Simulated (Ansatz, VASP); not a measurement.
**Cross-check of Cd8Te8HBr between VASP and Ansatz**

Aim: how closely do two programs agree when they are given the same cell, functional and k mesh? The structure shown is the end of the VASP relaxation below.

Main program and level: Ansatz 0.2.0; plane waves, with VASP 6.6.1 beside it; single point at RPBE with D3(BJ).

### Step 1. The structure

The cell holds 18 atoms: 8 Te, 8 Cd, 1 Br and 1 H. Its edges and angles: a = 9.065 Å, b = 9.065 Å, c = 24.155 Å, α = 90.0°, β = 90.0°, γ = 120.0°. It derives from CdTe. HBr (upright) over a top site of the (1 1 1) slab of CdTe, cut from the database cell (so at first; earlier steps may have moved the atoms). Vacuum lies along c.

### Step 2. VASP: relaxation, RPBE with D3(BJ)

This run makes the geometry at which the two programs are then compared.

Lines of VASP's logs that name or quote its potential files are left out, and so is its time.

Input file INCAR:

```
SYSTEM = Cd8Te8HBr
PREC = Normal
ENCUT = 300
EDIFF = 1E-05
NELM = 120
ISMEAR = 0
SIGMA = 0.05
LREAL = Auto
ALGO = Fast
GGA = RP
IVDW = 12
NBANDS = 94
LORBIT = 11
LWAVE = .FALSE.
LCHARG = .FALSE.
NCORE = 4
IBRION = 2
NSW = 70
ISIF = 2
EDIFFG = -0.05
POTIM = 0.25
MAXMIX = 40
IDIPOL = 3
LDIPOL = .TRUE.
DIPOL = 0.5 0.5 0.434
ISYM = 0
```

Input file POSCAR:

```
Cd8Te8HBr
1.0
    9.0651089348      0.0000000000      0.0000000000
   -4.5325544674      7.8506146256      0.0000000000
    0.0000000000      0.0000000000     24.1550190319
Te Cd Br H
8 8 1 1
Selective dynamics
Direct
    0.5000000000      0.0000000000      0.3104944800  F F F
    0.5000000000      0.5000000000      0.3104944800  F F F
    0.0000000000      0.0000000000      0.3104944800  F F F
    0.0000000000      0.5000000000      0.3104944800  F F F
    0.6667746956      0.8332910352      0.4623092603  T T T
    0.6642026494      0.3322002452      0.4627550766  T T T
    0.1678831861      0.8358645439      0.4626740850  T T T
    0.1678569857      0.3321355257      0.4627229398  T T T
    0.1666666700      0.8333333300      0.3487972300  F F F
    0.1666666700      0.3333333300      0.3487972300  F F F
    0.6666666700      0.8333333300      0.3487972300  F F F
    0.6666666700      0.3333333300      0.3487972300  F F F
    0.3323431629      0.6661444016      0.4141661033  T T T
    0.3333316968      0.1665923211      0.4121054789  T T T
    0.8337112635      0.6660545107      0.4142059982  T T T
    0.8338529429      0.1675858468      0.4141852402  T T T
    0.3333254083      0.1666555469      0.6014894076  T T T
    0.3333559694      0.1666514466      0.6609950538  T T T
```

Input file KPOINTS:

```
Automatic mesh
0
Gamma
2 2 1
0 0 0
```

The projector-augmented-wave data sets are Te, Cd, Br and H (PBE family, release 64).

Command:

```
mpirun -np 4 vasp_std
```

Numbers of over 12 decimals in the logs are rounded to 6 here.

Log:

```text
[banner, memory and clock lines left out]
running    4 mpi-ranks, on    1 nodes
 distrk:  each k-point on    4 cores,    1 groups
 distr:  one band on    4 cores,    1 groups

 POSCAR found type information on POSCAR TeCdBrH
 POSCAR found :  4 types and      18 ions
|                                                                             |
|               ----> ADVICE to this user running VASP <----                  |
|                                                                             |
|     You enforced a specific xc type in the INCAR file but a different       |
|     [... a line on the potential file left out ...]
|     I HOPE YOU KNOW WHAT YOU ARE DOING!                                     |
|                                                                             |

 LDA part: xc-table for (Slater+PW92), standard interpolation
 POSCAR, INCAR and KPOINTS ok, starting setup
 FFT: planning ... GRIDC
 FFT: planning ... GRID_SOFT
 FFT: planning ... GRID
 WAVECAR not read
 entering main loop
       N       E                     dE             d eps       ncg     rms          rms(c)
DAV:   1     0.109426282959E+04    0.10943E+04   -0.40805E+04   760   0.788E+02
DAV:   2     0.690667455168E+02   -0.10252E+04   -0.99660E+03  1008   0.232E+02
DAV:   3    -0.334071642508E+02   -0.10247E+03   -0.10184E+03   848   0.823E+01
DAV:   4    -0.362083695621E+02   -0.28012E+01   -0.27968E+01   936   0.135E+01
DAV:   5    -0.362693129857E+02   -0.60943E-01   -0.60934E-01   928   0.204E+00    0.206E+01
RMM:   6    -0.336561987136E+02    0.26131E+01   -0.58601E+00   752   0.636E+00    0.161E+01
RMM:   7    -0.335868929883E+02    0.69306E-01   -0.34983E+00   752   0.349E+00    0.254E+00
RMM:   8    -0.334754953825E+02    0.11140E+00   -0.29750E-01   752   0.142E+00    0.137E+00
RMM:   9    -0.334673638902E+02    0.81315E-02   -0.12998E-01   752   0.646E-01    0.692E-01
RMM:  10    -0.334672741621E+02    0.89728E-04   -0.10030E-02   759   0.311E-01    0.180E-01
RMM:  11    -0.334686503519E+02   -0.13762E-02   -0.34268E-03   774   0.145E-01    0.956E-02
RMM:  12    -0.334689013570E+02   -0.25101E-03   -0.71567E-04   776   0.625E-02    0.489E-02
RMM:  13    -0.334698215348E+02   -0.92018E-03   -0.34173E-04   712   0.415E-02    0.466E-02
RMM:  14    -0.334702592866E+02   -0.43775E-03   -0.17924E-04   575   0.295E-02    0.229E-02
RMM:  15    -0.334708400403E+02   -0.58075E-03   -0.13815E-04   605   0.180E-02    0.303E-02
RMM:  16    -0.334713111128E+02   -0.47107E-03   -0.16110E-04   602   0.191E-02    0.187E-02
RMM:  17    -0.334714270977E+02   -0.11598E-03   -0.10705E-05   479   0.655E-03    0.930E-03
RMM:  18    -0.334716334026E+02   -0.20630E-03   -0.22126E-05   489   0.719E-03    0.524E-03
RMM:  19    -0.334716972615E+02   -0.63859E-04   -0.38471E-06   305   0.378E-03    0.429E-03
RMM:  20    -0.334717297608E+02   -0.32499E-04   -0.31827E-06   405   0.386E-03    0.329E-03
RMM:  21    -0.334717627888E+02   -0.33028E-04   -0.26359E-06   367   0.381E-03    0.143E-03
RMM:  22    -0.334717677226E+02   -0.49338E-05   -0.51077E-07   182   0.165E-03
   1 F= -.59112912E+02 E0= -.59112912E+02  d E =-.591129E+02
[... from here on, the cycles between the ionic steps are left out ...]
   2 F= -.59114879E+02 E0= -.59114879E+02  d E =-.196673E-02
   3 F= -.59116526E+02 E0= -.59116526E+02  d E =-.361415E-02
  36 F= -.59154073E+02 E0= -.59154073E+02  d E =-.116385E-01
  37 F= -.59157820E+02 E0= -.59157820E+02  d E =-.374789E-02
  38 F= -.59158001E+02 E0= -.59158001E+02  d E =-.392882E-02
  39 F= -.59164894E+02 E0= -.59164894E+02  d E =-.689282E-02
  40 F= -.59175150E+02 E0= -.59175150E+02  d E =-.171485E-01
  41 F= -.59175387E+02 E0= -.59175387E+02  d E =-.173861E-01
  42 F= -.59175017E+02 E0= -.59175017E+02  d E =0.370503E-03
  43 F= -.59176532E+02 E0= -.59176532E+02  d E =-.114497E-02
  44 F= -.59176494E+02 E0= -.59176494E+02  d E =-.110679E-02
  45 F= -.59176520E+02 E0= -.59176520E+02  d E =-.113246E-02
 curvature:  -2.45 expect dE=-0.169E-02 dE for cont linesearch -0.444E-05
 trial: gam= 0.42950 g(F)=  0.690E-03 g(S)=  0.000E+00 ort = 0.117E-03 (trialstep = 0.286E+01)
 search vector abs. value=  0.219E-02
 bond charge predicted
       N       E                     dE             d eps       ncg     rms          rms(c)
DAV:   1    -0.333535502372E+02    0.50022E-01   -0.17707E+00   752   0.381E+00    0.358E-01
RMM:   2    -0.333550245041E+02   -0.14743E-02   -0.12198E-02   752   0.336E-01    0.358E-01
RMM:   3    -0.333547705597E+02    0.25394E-03   -0.22685E-03   753   0.149E-01    0.181E-01
RMM:   4    -0.333547382082E+02    0.32352E-04   -0.54975E-04   764   0.717E-02    0.809E-02
RMM:   5    -0.333549757660E+02   -0.23756E-03   -0.18920E-04   730   0.401E-02    0.368E-02
RMM:   6    -0.333550094548E+02   -0.33689E-04   -0.52264E-05   577   0.205E-02    0.424E-02
RMM:   7    -0.333550119068E+02   -0.24520E-05   -0.96714E-06   440   0.923E-03
  46 F= -.59177307E+02 E0= -.59177307E+02  d E =-.787154E-03
 trial-energy change:   -0.000787  1 .order   -0.001196   -0.002117   -0.000275
 step:   3.2868(harm=  3.2868)  dis= 0.00290  next Energy=   -59.177737 (dE=-0.122E-02)
 reached required accuracy - stopping structural energy minimisation
```

Parts of OUTCAR (step 2):

```text
ion  position               nearest neighbor table
   1  0.500  0.000  0.310-  12 2.78   9 2.78  11 2.78  14 3.59  13 3.62  16 3.63
   2  0.500  0.500  0.310-  11 2.78  10 2.78  12 2.78  14 3.59  13 3.62  15 3.62
   3  0.000  0.000  0.310-  10 2.78  11 2.78   9 2.78  14 3.59  16 3.62  15 3.63
   4  0.000  0.500  0.310-   9 2.78  12 2.78  10 2.78  13 3.62  15 3.62  16 3.62
   5  0.667  0.833  0.462-  11 2.74  15 2.87  16 2.87  13 2.87
   6  0.664  0.332  0.463-  12 2.75  14 2.87  15 2.87  16 2.87
   7  0.168  0.836  0.463-   9 2.75  14 2.87  15 2.87  13 2.87
   8  0.168  0.332  0.463-  10 2.75  14 2.87  16 2.87  13 2.87
   9  0.167  0.833  0.349-   7 2.75   4 2.78   1 2.78   3 2.78  14 3.03  13 3.05  15 3.05
  10  0.167  0.333  0.349-   8 2.75   3 2.78   2 2.78   4 2.78  14 3.03  13 3.05  16 3.05
  11  0.667  0.833  0.349-   5 2.74   2 2.78   3 2.78   1 2.78  16 3.06  13 3.06  15 3.06
  12  0.667  0.333  0.349-   6 2.75   1 2.78   4 2.78   2 2.78  14 3.03  15 3.05  16 3.05
  13  0.332  0.666  0.414-   5 2.87   8 2.87   7 2.87  10 3.05   9 3.05  11 3.06   4 3.62   2 3.62
                             1 3.62
  14  0.333  0.167  0.412-   7 2.87   6 2.87   8 2.87   9 3.03  12 3.03  10 3.03   1 3.59   3 3.59
                             2 3.59
  15  0.834  0.666  0.414-   5 2.87   6 2.87   7 2.87  12 3.05   9 3.05  11 3.06   4 3.62   2 3.62
                             3 3.63
  16  0.834  0.168  0.414-   5 2.87   8 2.87   6 2.87  10 3.05  12 3.05  11 3.06   4 3.62   3 3.62
                             1 3.63
  17  0.333  0.167  0.601-  18 1.44
  18  0.333  0.167  0.661-  17 1.44

 Found      4 irreducible k-points:

   k-points           NKPTS =      4   k-points in BZ     NKDIM =      4   number of bands    NBANDS=     94

   dimension x,y,z NGX =    40 NGY =   40 NGZ =  108
   dimension x,y,z NGXF=    80 NGYF=   80 NGZF=  216

   ENCUT  =  300.0 eV  22.05 Ry    4.70 a.u.  12.80 12.80 34.11*2*pi/ulx,y,z

   NELECT =     152.0000    total number of electrons

 k-points in reciprocal lattice and weights: Automatic mesh
   0.00000000  0.00000000  0.00000000       0.250
   0.50000000 -0.00000000  0.00000000       0.250
   0.00000000  0.50000000  0.00000000       0.250
   0.50000000  0.50000000  0.00000000       0.250

 Edisp (eV)  -25.77295

 dipolmoment           0.000000      0.000000     -0.350210 electrons x Angstroem

 average (electrostatic) potential at core
       1 -96.1435       2 -96.1438       3 -96.1434       4 -96.1106       5 -96.3406
       6 -96.3548       7 -96.3540       8 -96.3544       9 -44.3207      10 -44.3205
      11 -44.3481      12 -44.3211      13 -44.4199      14 -44.4425      15 -44.4210
      16 -44.4206      17 -68.7336      18 -41.9174

 E-fermi :  -2.3997

 k-point     1 :       0.0000    0.0000    0.0000
  band No.  band energies     occupation
    ...
     72      -3.0949      2.00000
     73      -3.0938      2.00000
     74      -3.0595      2.00000
     75      -2.6945      2.00000
     76      -2.6930      2.00000
     77      -1.4759      0.00000
     78      -1.4740      0.00000
     79      -1.4678      0.00000
     80      -1.1531      0.00000
     81      -0.8673      0.00000
    ...

 k-point     2 :       0.5000   -0.0000    0.0000
  band No.  band energies     occupation
    ...
     72      -3.0663      2.00000
     73      -3.0512      2.00000
     74      -2.9972      2.00000
     75      -2.9112      2.00000
     76      -2.9021      2.00000
     77      -0.8634      0.00000
     78      -0.8448      0.00000
     79      -0.5119      0.00000
     80      -0.5051      0.00000
     81       0.3773      0.00000
    ...

 k-point     3 :       0.0000    0.5000    0.0000
  band No.  band energies     occupation
    ...
     72      -3.0669      2.00000
     73      -3.0511      2.00000
     74      -2.9971      2.00000
     75      -2.9110      2.00000
     76      -2.9011      2.00000
     77      -0.8623      0.00000
     78      -0.8436      0.00000
     79      -0.5105      0.00000
     80      -0.5055      0.00000
     81       0.3788      0.00000
    ...

 Edisp (eV)  -25.82230

  Total     -17.25620   -17.23749    -0.26127     0.00223    -0.01406    -0.00162
  in kB     -16.08317   -16.06573    -0.24351     0.00207    -0.01310    -0.00151
  external pressure =      -10.80 kB  Pullay stress =        0.00 kB

  energy-cutoff  :      300.00
  volume of cell :     1719.03
      direct lattice vectors                 reciprocal lattice vectors
     9.065108935  0.000000000  0.000000000     0.110313070  0.063689281  0.000000000
    -4.532554467  7.850614626  0.000000000     0.000000000  0.127378562  0.000000000
     0.000000000  0.000000000 24.155019032     0.000000000  0.000000000  0.041399264

 POSITION                                       TOTAL-FORCE (eV/Angst)
 -----------------------------------------------------------------------------------
      4.53255      0.00000      7.50000         0.011879     -0.007144      0.105601
      2.26628      3.92531      7.50000        -0.000005      0.014947      0.105406
      0.00000      0.00000      7.50000        -0.012936     -0.006781      0.104407
     -2.26628      3.92531      7.50000         0.000571      0.001323      0.049866
      2.26809      6.54379     11.19294        -0.006969     -0.009294     -0.004627
      4.55050      2.62817     11.19075        -0.006030     -0.007979      0.002873
     -2.26697      6.52604     11.19226         0.006775     -0.007540     -0.011747
     -0.01425      2.62627     11.19239        -0.003061      0.002640     -0.009443
     -2.26628      6.54218      8.42520         0.001362      0.026989     -0.083526
      0.00000      2.61687      8.42520         0.023293     -0.011774     -0.082136
      2.26628      6.54218      8.42520        -0.000901      0.000112     -0.137729
      4.53255      2.61687      8.42520        -0.020748     -0.014205     -0.091750
      0.00625      5.23799      9.98980        -0.005070     -0.000876      0.023999
      2.26769      1.30937     10.07946         0.001181      0.002193     -0.038854
      4.52676      5.23758      9.98753         0.008383      0.001951      0.020406
      6.80026      1.30103      9.98936         0.000997      0.013904      0.019086
      2.26535      1.30639     13.76672         0.000306      0.000252      0.015898
      2.26637      1.30775     15.20827         0.000974      0.001282      0.012272
 -----------------------------------------------------------------------------------
    total drift:                               -0.007455     -0.012414      0.123606

  FREE ENERGIE OF THE ION-ELECTRON SYSTEM (eV)
  ---------------------------------------------------
  free  energy   TOTEN  =       -59.1773070320 eV

  energy  without entropy=      -59.1773070320  energy(sigma->0) =      -59.17730703

 reached required accuracy - stopping structural energy minimisation

 vacuum level on the upper side and lower side of the slab         2.003         2.906

 total charge
# of ion       s       p       d       tot
------------------------------------------
    1        1.366   2.041   0.021   3.428
    2        1.366   2.041   0.021   3.428
    3        1.366   2.042   0.021   3.428
    4        1.365   2.044   0.021   3.430
    5        1.374   2.027   0.023   3.424
    6        1.377   2.026   0.024   3.427
    7        1.377   2.026   0.024   3.427
    8        1.377   2.026   0.024   3.427
    9        0.471   0.390   9.497  10.358
   10        0.471   0.390   9.497  10.358
   11        0.471   0.392   9.497  10.360
   12        0.471   0.391   9.497  10.358
   13        0.446   0.274   9.520  10.241
   14        0.452   0.274   9.519  10.245
   15        0.446   0.275   9.520  10.241
   16        0.446   0.275   9.520  10.241
   17        1.620   3.250   0.036   4.907
   18        0.519   0.030   0.000   0.549
--------------------------------------------------
tot         16.780  22.214  76.282 115.276

[... 1 further part left out ...]
```

(Part 1 of 2 ends here.)

[Lines on the potential files, build, host, timing and source positions are cut from VASP's logs without a mark.]

[Logs are printed without paths, hosts, clocks, repeated set-up lines and the standing remarks that a program may print on its own settings, such as how far it seeks lower states.]

[Hosts, paths, dates, database ids (printed as entryN), source tags and the programs' standing remarks are cut or masked in the printed files.]
